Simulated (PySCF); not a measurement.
Compounds:

A. SMILES O=C[C@@H]1CC(=O)O1
B. SMILES CNP1(=N)C=CC=C1
C. `InChI=1S/C2H4O2/c1-2(3)4/h1H3,(H,3,4)`

Spectrum 1. 1H NMR (500 MHz, computed): δ 6.77 (m, 2H), 6.10 (m, 2H), 2.96 (m, 3H), 1.45 (br s, 1H), -0.14 (br s, 1H). 13C{1H} NMR (computed): δ 144.5 (CH), 137.6 (CH), 32.6 (CH3).

Spectrum 2. 1H NMR (500 MHz, computed): δ 10.29 (d, 1H), 4.44 (m, 1H), 3.80 (m, 1H), 3.21 (m, 1H). 13C{1H} NMR (computed): δ 208.2 (CH), 169.9 (C), 71.6 (CH), 47.2 (CH2).

Spectrum 3. 1H NMR (500 MHz, computed): δ 5.97 (br s, 1H), 2.11 (s, 3H). 13C{1H} NMR (computed): δ 174.7 (C), 21.3 (CH3).

Fast rotation and ring inversion assumed for equivalent nuclei, one conformer, non-relativistic Hamiltonian, no solvent model. B3LYP/pcJ-1 coupling constants; NMR shieldings at PBE0/pcSseg-1/GIAO; geometry: GFN2-xTB; PySCF 2.14.0 with density-fitted response routines.

Shifts are taken against calculated references (same method and geometry level): TMS for 1H (31.72 ppm) and 13C (186.93 ppm). Multiplet labels drop J under 1 Hz and among equivalent protons, and merge close values. Unscaled 3J(H,H) run several per cent high. Splittings of carbon signals by F and P are missing where no couplings were computed. Where no couplings were computed, multiplicities follow the n + 1 count of equivalent neighbours, and m marks all less simple cases (inequivalent or close neighbours, rings, F or P nearby). Acid and N–H amide carbonyl carbons lie up to 10 ppm further downfield in solution (hydrogen bonding). Shifts are as computed. Against solution values, carbons near 30 ppm lie about +3 ppm off and those near 130 ppm about +5 ppm (rms about the fit 2.1 ppm; single classes can miss by 10 ppm). Of 1328 compounds with measured shifts, 309 miss one by over three times the rms of a fit or turn the order of signals round; such compounds aren't used in these exercises. Signals without a measured value on file couldn't be tested in this way; 1H shifts scatter by 0.2 ppm about their fit, and single ones miss by 0.5 ppm. OH and NH positions are gas-phase values without hydrogen bonding to other molecules.

Which spectrum belongs to which compound?

Results:

1–B, 2–A, 3–C.

- Spectrum 1 (B): 3 13C signals; δC 144.5 is an alkene CH; δC 137.6 is an alkene CH.
- Spectrum 2 (A): 4 13C signals; δC 208.2 is an aldehyde carbonyl carbon; δC 169.9 is an ester carbonyl carbon.
- Spectrum 3 (C): 2 13C signals; δC 174.7 is a carboxylic acid carbon; δC 21.3 is a methyl carbon α to a carbonyl.
